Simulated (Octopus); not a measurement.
Wanted: the native input for an Octopus 16.4 run.

```yaml
Task: single point
Functional: PBE
Potentials_or_basis: pseudodojo_pbe (PseudoDojo 0.5, PBE)
Grid_spacing: 0.143 × 0.143 × 0.144 Å
k_mesh: 7 × 7 × 4
Occupations: fermi-dirac, width 0.05 eV
Spin: no spin polarisation
Eigensolver: chebyshev_filter
k-point_symmetries_used: yes
ConvRelDens: 3e-07
ExtraStates: 8
DerivativesOrder: 8
```

The system is Cl.

```xyz
4
Lattice="3.1450 -2.2500 0.0000 3.1450 2.2500 0.0000 0.0000 0.0000 8.2100" Properties=species:S:1:pos:R:3 pbc="T T T"
Cl    3.1450    0.5850    3.2840
Cl    3.1450    1.6650    7.3890
Cl    3.1450   -0.5850    4.9260
Cl    3.1450   -1.6650    0.8210
```

These files were run (other wordings do the same):

inp

```
CalculationMode = gs
UnitsOutput = eV_Angstrom
PeriodicDimensions = 3
ExperimentalFeatures = yes
PseudopotentialSet = pseudodojo_pbe
%LatticeParameters
 1*angstrom | 1*angstrom | 1*angstrom
%
%LatticeVectors
 3.145 | -2.25 | 0
 3.145 | 2.25 | 0
 0 | 0 | 8.21
%
%ReducedCoordinates
 "Cl" | 0.37 | 0.63 | 0.4
 "Cl" | 0.13 | 0.87 | 0.9
 "Cl" | 0.63 | 0.37 | 0.6
 "Cl" | 0.87 | 0.13 | 0.1
%
%Spacing
 0.14322144*angstrom | 0.14322144*angstrom | 0.14403509*angstrom
%
DerivativesOrder = 8
%KPointsGrid
 7 | 7 | 4
%
KPointsUseSymmetries = yes
XCFunctional = gga_x_pbe + gga_c_pbe
SmearingFunction = fermi_dirac
Smearing = 0.05*eV
ExtraStates = 8
Eigensolver = chebyshev_filter
ConvRelDens = 3e-7
MaximumIter = 120
```

Potentials or basis: pseudodojo_pbe (PseudoDojo 0.5, PBE).

Launch:

```console
$ OMP_NUM_THREADS=1 octopus > out.log
```

It gave:

* Largest force: 0.098 eV/Å
* Band gap on the k mesh: 2.47 eV, indirect (least direct gap 2.53 eV)

Caveat: an odd mesh through Γ misses points on the zone boundary, where band edges often lie.

It took 15 min on 1 thread of Arm Neoverse V1 (shared host), peak memory 2.5 GiB.
